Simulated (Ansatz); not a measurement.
P: random displacements

Computed with DFT PBEsol, scalar-relativistic, plane waves, PAW (Ansatz 0.2.0). The runs took a 420 eV cutoff, a Γ-centred 8×1×6 mesh and Gaussian smearing (0.05 eV). No spin polarisation. Energies are free energies at this smearing, counted from the undisturbed cell; pressure is positive in compression.

The starting cell (as given, not relaxed at this level; this form isn't the usual structure):

```
P
1.0
     3.28373    0.00000    0.00000
     0.00000   34.85703    0.00000
     0.00000    0.00000    4.63208
P
4
Direct
  0.00000 0.97026 0.59215
  0.00000 0.02974 0.40785
  0.50000 0.02974 0.09215
  0.50000 0.97026 0.90785
```

The cell holds layers and no dispersion correction was added, so their binding is poorly described.

After a displacement of all atoms with no net shift, the run gives ΔE = 120.0 meV/atom; stress (xx, yy, zz, yz, xz, xy; compression positive) (0.15, 1.15, 0.56, 0.67, 0.95, 0.10) GPa; gap on the mesh 0.92 eV.

```csv
atom,Fx (eV/Å),Fy,Fz
P1,-1.469,0.594,-0.859
P2,0.846,-0.733,1.087
P3,-0.809,2.856,-0.060
P4,1.432,-2.717,-0.168
```

(1) Which displacements (Å, in the unstrained cell) and strain were applied?

Results:

(1)
| atom | ux | uy | uz |
| --- | --- | --- | --- |
| P1 | 0.06 | 0.01 | 0.06 |
| P2 | -0.03 | 0.08 | -0.09 |
| P3 | 0.04 | -0.14 | -0.02 |
| P4 | -0.07 | 0.05 | 0.05 |
The cell is not strained.

Cost: 1 run of about 0.26 core-minutes, on Arm Neoverse V2 (shared hosts).